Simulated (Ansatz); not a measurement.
# Li2O: the cell at several levels of theory, part 2 of 2

Ansatz 0.2.0, plane waves.

## Step 3: Relaxing with r2SCAN

Start: the result of step 2.

File input.yaml:

```yaml
crystal:
  lattice:
    - [0.0, 2.3125918911, 2.3125918911]
    - [2.3125918911, 0.0, 2.3125918911]
    - [2.3125918911, 2.3125918911, 0.0]
  atoms:
    - { symbol: O, position: [0.0, 0.0, 0.0] }
    - { symbol: Li, position: [0.25, 0.25, 0.25] }
    - { symbol: Li, position: [0.75, 0.75, 0.75] }
kpoints:
  mp_grid: { grid: [8, 8, 8] }
hamiltonian:
  xc: r2scan
scf:
  occupations: { method: fermi_dirac, width: 0.02 }
relax:
  f_tol: 0.005
  cell: {}
```

Command:

```console
$ ansatz run input.yaml --threads 2 --pin off --max-ram 2211MiB --backend cpu --events-out ev --progress --plain --runs-dir out
```

What it wrote:

```text
Warning: RAYON_NUM_THREADS=2 ignored (pool sized by the plan → 2); use --threads N
Engine: ansatz 0.2.0, aarch64-unknown-linux-gnu
Pseudopotentials: kind: paw
Pseudopotential: O, paw, valence charge 6, recommended cutoff 500 eV (meta_gga), O.paw.azcp
Pseudopotential: Li, paw, valence charge 3, recommended cutoff 500 eV (meta_gga), Li.paw.azcp
Functional definition: r2SCAN
  parameter k0 = 0.174
  parameter k1 = 0.065
  parameter a1 = 4.9479
  exchange = r2scan_x(k0 = k0, k1 = k1, a1 = a1)
  correlation = r2scan_c
Crystal: 3 atoms, lattice volume = 24.736 Å³
Basis set: ecut = 500 eV, 609 PW (Γ), exchange–correlation on 96×96×96 points (64 copies of the dense FFT grid, shifted against one another)
Bands: 10, of which v1, the nominal top of the filled ones, is band 6 counted from 1 (5 counted from 0)
Symmetry: 48 space group operations
Space group: Fm-3m (ITA 225), of the structure as read, at distance tolerance 2.9e-5 Å
k-points: 29 of 512
Non-local potential: O, projectors of the file, l = 0: 2, l = 1: 2, l = 2: 1
Non-local potential: Li, projectors of the file, l = 0: 3, l = 1: 2, l = 2: 1
PAW form: soft (Blöchl's): semilocal exchange-correlation on the pseudo side does not see the compensation charge
PAW frozen core: O, regenerated for the run's functional (the file was generated under x = pbe(κ = 0.804, μ = 0.2195149727645171), c = pbe(β = 0.06672455060314922))
PAW one-centre angular grid: O, 302 points (default); XC on 160 Gauss nodes
PAW one-centre angular grid: Li, 302 points (default); XC on 327 of its mesh's 2665 points in the sphere
Initial density: superposition of atomic densities (neutral atoms: chi_scale 0, normalization atom), corrected by the library's trained network
Initial wavefunctions: pseudopotential atomic-orbital guess
Functional: x = r2scan, c = r2scan; τ floored in thin density (d = 2e-4 eV/Å³)
SCF iter   1: F=—  HF=-982.098782 eV  |F-HF|=—  |Δ(HF+E_count)|=         —  Δρ=6.80e-3  dr2=1.28e-2  dr2_τ=5.90e-2  ethr=1.77e-3  ⟨swp⟩=5.9  Hψ=1702  notcnv=0
preconditioner: auto → none  [insulator: Δε(μ)=5.814 eV  Ē_g=17.264 eV  σ=0.020 eV  W_gap=1.00  n_scr=8 (ndim 8)  ℏωp=21.1 eV  f_vac=0.000  D(μ)=0.00/eV (n_scr^D=0)  ε∞_Penn≈2.5]
SCF iter   2: F=—  HF=-982.189836 eV  |F-HF|=—  |Δ(HF+E_count)|=   9.11e-2  Δρ=5.34e-3  dr2=2.49e-3  dr2_τ=7.61e-4  ethr=1.07e-4  ⟨swp⟩=3.0  Hψ=919  notcnv=0
SCF iter   3: F=—  HF=-982.189557 eV  |F-HF|=—  |Δ(HF+E_count)|=   2.79e-4  Δρ=1.77e-3  dr2=5.64e-4  dr2_τ=4.55e-5  ethr=2.08e-5  ⟨swp⟩=2.1  Hψ=489  notcnv=0
SCF iter   4: F=—  HF=-982.189499 eV  |F-HF|=—  |Δ(HF+E_count)|=   5.85e-5  Δρ=6.33e-4  dr2=4.94e-5  dr2_τ=4.78e-6  ethr=4.70e-6  ⟨swp⟩=1.8  Hψ=313  notcnv=0
SCF iter   5: F=—  HF=-982.189494 eV  |F-HF|=—  |Δ(HF+E_count)|=   4.37e-6  Δρ=1.40e-4  dr2=1.33e-6  dr2_τ=3.16e-7  ethr=4.11e-7  ⟨swp⟩=1.0  Hψ=290  notcnv=0
SCF iter   6: F=-982.189494 eV  HF=-982.189494 eV  |F-HF|=2.56e-8  |Δ(HF+E_count)|=   2.38e-7  Δρ=2.49e-5  dr2=4.62e-8  dr2_τ=7.59e-9  ethr=8.33e-10  ⟨swp⟩=2.0  Hψ=1047  notcnv=0
SCF 1 converged in 6 iterations: F = -982.189494 eV  dr2 = 4.62e-8
relax step   1: F+E_penalty+E_count = -982.18949441 eV  Δ(F+E_penalty+E_count) = +0.000e0 eV  max|allowed force component| = 2.159e-17 eV/Å  Δτ_max = 0.0000 Å  P = -2.781 GPa  Ω = 24.736 Å³  (6 SCF iters, dr2 threshold 1.00e-7 eV, accepted)
Crystal: 3 atoms, lattice volume = 24.462 Å³
Initial density: handed on by an earlier stage of this run
Initial wavefunctions: those handed on with the density
iter 1 solved again at ethr=1.41e-6 eV; its pass at ethr=3.10e-3 eV (dr2=1.69e-4 eV) is discarded
SCF iter   1: F=—  HF=-982.193321 eV  |F-HF|=—  |Δ(HF+E_count)|=         —  Δρ=8.27e-4  dr2=1.62e-4  dr2_τ=6.48e-4  ethr=1.41e-6  ⟨swp⟩=1.2  Hψ=1908  notcnv=0
automatic band count: iteration 1 solves 9 bands in place of 10: the levels show a gap, and the empty bands left out lie too high to hold charge; the band table lists the bands solved (type scf.n_extra_bands for more)
preconditioner: auto → none  [insulator: Δε(μ)=5.734 eV  Ē_g=16.384 eV  σ=0.020 eV  W_gap=1.00  n_scr=8 (ndim 8)  ℏωp=21.2 eV  f_vac=0.000  D(μ)=0.00/eV (n_scr^D=0)  ε∞_Penn≈2.7]
SCF iter   2: F=—  HF=-982.193591 eV  |F-HF|=—  |Δ(HF+E_count)|=   2.70e-4  Δρ=4.57e-4  dr2=2.85e-5  dr2_τ=9.47e-6  ethr=1.35e-6  ⟨swp⟩=2.0  Hψ=464  notcnv=0
SCF iter   3: F=—  HF=-982.193588 eV  |F-HF|=—  |Δ(HF+E_count)|=   2.29e-6  Δρ=1.30e-4  dr2=4.16e-6  dr2_τ=4.55e-7  ethr=2.38e-7  ⟨swp⟩=2.1  Hψ=347  notcnv=0
SCF iter   4: F=-982.193590 eV  HF=-982.193590 eV  |F-HF|=1.65e-8  |Δ(HF+E_count)|=   2.00e-6  Δρ=3.45e-5  dr2=1.88e-7  dr2_τ=3.37e-8  ethr=2.50e-9  ⟨swp⟩=2.4  Hψ=941  notcnv=0
SCF 2 converged in 4 iterations: F = -982.193590 eV  dr2 = 1.88e-7
relax step   2: F+E_penalty+E_count = -982.19359046 eV  Δ(F+E_penalty+E_count) = -4.096e-3 eV  max|allowed force component| = 6.785e-17 eV/Å  Δτ_max = 0.0000 Å  P = -1.916 GPa  Ω = 24.462 Å³  energy of the carried Pulay correction = +6.703e-5 eV  (4 SCF iters, dr2 threshold 3.00e-7 eV, accepted)
Crystal: 3 atoms, lattice volume = 23.876 Å³
iter 1 solved again at ethr=6.45e-6 eV; its pass at ethr=3.10e-3 eV (dr2=7.74e-4 eV) is discarded
SCF iter   1: F=—  HF=-982.196025 eV  |F-HF|=—  |Δ(HF+E_count)|=         —  Δρ=1.88e-3  dr2=8.11e-4  dr2_τ=3.09e-3  ethr=6.45e-6  ⟨swp⟩=1.0  Hψ=2066  notcnv=0
automatic band count: iteration 1 solves 9 bands in place of 10: the levels show a gap, and the empty bands left out lie too high to hold charge; the band table lists the bands solved (type scf.n_extra_bands for more)
preconditioner: auto → none  [insulator: Δε(μ)=5.804 eV  Ē_g=16.615 eV  σ=0.020 eV  W_gap=1.00  n_scr=8 (ndim 8)  ℏωp=21.5 eV  f_vac=0.000  D(μ)=0.00/eV (n_scr^D=0)  ε∞_Penn≈2.7]
SCF iter   2: F=—  HF=-982.197136 eV  |F-HF|=—  |Δ(HF+E_count)|=   1.11e-3  Δρ=1.02e-3  dr2=1.39e-4  dr2_τ=4.69e-5  ethr=6.45e-6  ⟨swp⟩=2.0  Hψ=464  notcnv=0
SCF iter   3: F=—  HF=-982.197128 eV  |F-HF|=—  |Δ(HF+E_count)|=   7.59e-6  Δρ=2.90e-4  dr2=1.96e-5  dr2_τ=2.19e-6  ethr=1.16e-6  ⟨swp⟩=2.0  Hψ=344  notcnv=0
SCF iter   4: F=—  HF=-982.197140 eV  |F-HF|=—  |Δ(HF+E_count)|=   1.10e-5  Δρ=7.57e-5  dr2=9.17e-7  dr2_τ=1.56e-7  ethr=1.64e-7  ⟨swp⟩=2.3  Hψ=391  notcnv=0
SCF iter   5: F=-982.197140 eV  HF=-982.197140 eV  |F-HF|=2.47e-8  |Δ(HF+E_count)|=   3.31e-7  Δρ=2.00e-5  dr2=7.88e-8  dr2_τ=6.02e-9  ethr=2.50e-9  ⟨swp⟩=3.8  Hψ=763  notcnv=0
SCF 3 converged in 5 iterations: F = -982.197140 eV  dr2 = 7.88e-8
relax step   3: F+E_penalty+E_count = -982.19713984 eV  Δ(F+E_penalty+E_count) = -3.549e-3 eV  max|allowed force component| = 1.295e-16 eV/Å  Δτ_max = 0.0000 Å  P = +0.099 GPa  Ω = 23.876 Å³  energy of the carried Pulay correction = +2.129e-4 eV  (5 SCF iters, dr2 threshold 3.00e-7 eV, accepted)
Crystal: 3 atoms, lattice volume = 23.904 Å³
iter 1 solved again at ethr=2.42e-8 eV; its pass at ethr=3.10e-3 eV (dr2=2.91e-6 eV) is discarded
SCF iter   1: F=—  HF=-982.197137 eV  |F-HF|=—  |Δ(HF+E_count)|=         —  Δρ=1.06e-4  dr2=2.74e-6  dr2_τ=7.79e-6  ethr=2.42e-8  ⟨swp⟩=1.2  Hψ=1825  notcnv=0
automatic band count: iteration 1 solves 9 bands in place of 10: the levels show a gap, and the empty bands left out lie too high to hold charge; the band table lists the bands solved (type scf.n_extra_bands for more)
preconditioner: auto → none  [insulator: Δε(μ)=5.765 eV  Ē_g=16.570 eV  σ=0.020 eV  W_gap=1.00  n_scr=8 (ndim 8)  ℏωp=21.5 eV  f_vac=0.000  D(μ)=0.00/eV (n_scr^D=0)  ε∞_Penn≈2.7]
SCF iter   2: F=—  HF=-982.197141 eV  |F-HF|=—  |Δ(HF+E_count)|=   3.68e-6  Δρ=5.93e-5  dr2=4.53e-7  dr2_τ=1.63e-7  ethr=2.28e-8  ⟨swp⟩=2.0  Hψ=377  notcnv=0
SCF iter   3: F=—  HF=-982.197141 eV  |F-HF|=—  |Δ(HF+E_count)|=   8.05e-8  Δρ=1.37e-5  dr2=4.25e-8  dr2_τ=3.47e-9  ethr=3.77e-9  ⟨swp⟩=2.1  Hψ=349  notcnv=0
SCF iter   4: F=-982.197141 eV  HF=-982.197141 eV  |F-HF|=1.95e-9  |Δ(HF+E_count)|=   1.34e-8  Δρ=4.19e-6  dr2=3.43e-9  dr2_τ=3.80e-10  ethr=2.06e-10  ⟨swp⟩=3.7  Hψ=755  notcnv=0
SCF 4 converged in 4 iterations: F = -982.197141 eV  dr2 = 3.43e-9
relax step   4: F+E_penalty+E_count = -982.19714094 eV  Δ(F+E_penalty+E_count) = -1.103e-6 eV  max|allowed force component| = 1.727e-16 eV/Å  Δτ_max = 0.0000 Å  P = -0.005 GPa  Ω = 23.904 Å³  energy of the carried Pulay correction = +2.058e-4 eV  (4 SCF iters, dr2 threshold 2.47e-8 eV, accepted)
Initial wavefunctions: pseudopotential atomic-orbital guess (no wavefunctions were taken with the density)
iter 1 solved again at ethr=2.31e-7 eV; its pass at ethr=3.10e-3 eV (dr2=2.77e-5 eV) is discarded
SCF iter   1: F=—  HF=-982.196902 eV  |F-HF|=—  |Δ(HF+E_count)|=         —  Δρ=7.94e-5  dr2=1.45e-7  dr2_τ=5.43e-7  ethr=2.31e-7  ⟨swp⟩=2.1  Hψ=2304  notcnv=0
preconditioner: auto → none  [insulator: Δε(μ)=5.767 eV  Ē_g=17.414 eV  σ=0.020 eV  W_gap=1.00  n_scr=8 (ndim 8)  ℏωp=21.5 eV  f_vac=0.000  D(μ)=0.00/eV (n_scr^D=0)  ε∞_Penn≈2.5]
SCF iter   2: F=—  HF=-982.196903 eV  |F-HF|=—  |Δ(HF+E_count)|=   1.14e-6  Δρ=3.96e-5  dr2=4.15e-8  dr2_τ=4.66e-8  ethr=1.21e-9  ⟨swp⟩=2.4  Hψ=443  notcnv=0
SCF iter   3: F=—  HF=-982.196904 eV  |F-HF|=—  |Δ(HF+E_count)|=   8.81e-8  Δρ=1.45e-5  dr2=2.86e-8  dr2_τ=5.02e-9  ethr=3.46e-10  ⟨swp⟩=2.0  Hψ=406  notcnv=0
SCF iter   4: F=—  HF=-982.196904 eV  |F-HF|=—  |Δ(HF+E_count)|=   3.71e-9  Δρ=1.10e-6  dr2=7.30e-11  dr2_τ=5.79e-11  ethr=2.38e-10  ⟨swp⟩=2.1  Hψ=370  notcnv=0
SCF iter   5: F=-982.196904 eV  HF=-982.196904 eV  |F-HF|=3.07e-12  |Δ(HF+E_count)|=  1.57e-10  Δρ=2.52e-7  dr2=3.46e-12  dr2_τ=2.80e-12  ethr=1.00e-12  ⟨swp⟩=4.7  Hψ=940  notcnv=0
SCF 5 converged in 5 iterations: F = -982.196904 eV  dr2 = 3.46e-12
relax step   5: F+E_penalty+E_count = -982.19690358 eV  Δ(F+E_penalty+E_count) = +2.374e-4 eV  max|allowed force component| = 1.511e-16 eV/Å  Δτ_max = 0.0000 Å  P = +0.007 GPa  Ω = 23.904 Å³  stress off target by 6.88e-3 GPa  SCF on the basis re-selected at this cell (its energy is not comparable with the rows above)  (5 SCF iters)
basis re-selected at this cell: Δ(F+E_penalty+E_count) = +2.374e-4 eV, ΔP = +0.012 GPa vs the last step (what re-selecting the basis moved, of the pressure what is left beyond the Pulay correction that the steps carried, after the strain that the cell walked since its last selection, with what the two solves' SCF thresholds leave and, on support functions, any second-order correction that the steps lacked; it is no measure of the basis error at this ecutwfc). This SCF's stress stands 6.88e-3 GPa from its target on what of the cell is left free (relax.cell.stress_tol is 5.00e-2 GPa) and its largest allowed force component is 1.51e-16 eV/Å (relax.f_tol is 5.00e-3 eV/Å): within both
SCF converged after 5 iterations
Free energy (F): -982.196904 eV
Harris-Foulkes:  -982.196904 eV  (|F-HF|=3.07e-12)
Internal energy: -982.196904 eV  (E = F + TS)
E sigma→0 (E₀):  -982.196904 eV
Fermi energy:    5.620058 eV
--- Per-component energies (eV) ---
  E_band       = -182.784765
  E_kinetic    = 224.594530
  E_local      = -562.305304  (includes V_loc(G=0)·N_el)
  E_nonlocal   = -18.737335
  E_hartree    = 186.531539
  E_xc         = -96.851208
  E_vxc        = -139.487322  (∫ρ·V_xc dr)
  E_paw        = -203.781134  (= ΣΔE_a)
  E_vpaw       = -68.955596  (= ΣTr[D̂ρ^β])
  E_aug_tail   = 0.000910  (compensation charges beyond the density's cutoff)
  E_vtau       = 9.042247  (kinetic-family band-sum trace: ∫τ·v_τ [+ j·A + Jᵃ·Aᵃ] dr)
  E_ewald      = -511.616961
  E_core_change = -0.031941  (= ΣΔE_core)
  E_smearing   = -0.000000  (= −TS)
  E_closure    = 0.000000  (closes the sum)
  Σ components = -982.196904   (vs F -982.196904, Δ=0.00e0)
--- Forces (eV/Å), atoms counted from 1 ---
  atom   1  O     -0.00000000     0.00000000    -0.00000000
  atom   2  Li     0.00000000     0.00000000     0.00000000
  atom   3  Li    -0.00000000    -0.00000000    -0.00000000
  max |Σ_I F_I| component: 7.40e-17 eV/Å
--- Stress (GPa, compression-positive) ---
        0.006878      -0.000000      -0.000000
       -0.000000       0.006878       0.000000
       -0.000000       0.000000       0.006878
  P = ⅓ Tr σ = 0.0069 GPa (0.069 kbar)
--- Relaxed structure (4 steps of the walk, 4 accepted, 1 SCFs on fresh bases) ---
  F+E_penalty+E_count = -982.19690358 eV   max|allowed force component| = 1.511e-16 eV/Å   (the final SCF, on the basis selected at the relaxed cell)
  cell:  # Å, volume = 23.9039 Å³
    - [1.8152262867190537e-33, 2.286368460103889, 2.286368460103889]
    - [2.286368460103889, 3.257853493532618e-33, 2.286368460103889]
    - [2.286368460103889, 2.286368460103889, 2.7419470752019392e-33]
  atoms:
    - { symbol: O, position: [-4.893816525910332e-34, 4.908950868675248e-34, 4.67983281287218e-34] }
    - { symbol: Li, position: [0.24999999999999997, 0.24999999999999997, 0.24999999999999997] }
    - { symbol: Li, position: [0.7499999999999999, 0.7499999999999999, 0.7499999999999999] }
```

It took 2.5 s on 2 threads of an Arm CPU, shared host; peak memory 0.33 GiB.

The path of the relaxation:

```csv
step,energy change (meV/atom),largest force (eV/Å),pressure (GPa),volume (Å³/atom)
1,0.0,0.0000,-2.78,8.245
2,-1.4,0.0000,-1.92,8.154
3,-2.5,0.0000,0.10,7.959
4,-2.5,0.0000,-0.01,7.968
5,-2.5,0.0000,0.01,7.968
```

Step 5 solves the same cell on a plane-wave basis chosen anew, so the energy can jump there without a move.

The table lists every geometry solved, with passes on a fresh basis, whose energies don't compare exactly with the rows above.

|  | before | after | change |
| --- | --- | --- | --- |
| a (Å) | 4.625 | 4.573 | -1.13 % |
| volume (Å³/atom) | 8.245 | 7.968 | -3.36 % |
| shortest distance (Å) | 2.003 | 1.980 | -1.13 % |
| space group | Fm-3m | Fm-3m | same |

## Step 4: Results

This closing draws on all 2 parts.

| level | a (Å) | volume (Å³/atom) | space group | SCF geometries |
| --- | --- | --- | --- | --- |
| PBE | 4.625 | 8.245 | Fm-3m | 10 |
| r2SCAN | 4.573 | 7.968 | Fm-3m | 5 |

From the start to the first minimum the volume moved by +40.7 %. r2SCAN gives the smallest cell and PBE the largest; they differ by 3.5 % in volume, a mean of 1.1 % in length. The meshes differ: PBE 10×10×10, r2SCAN 8×8×8.
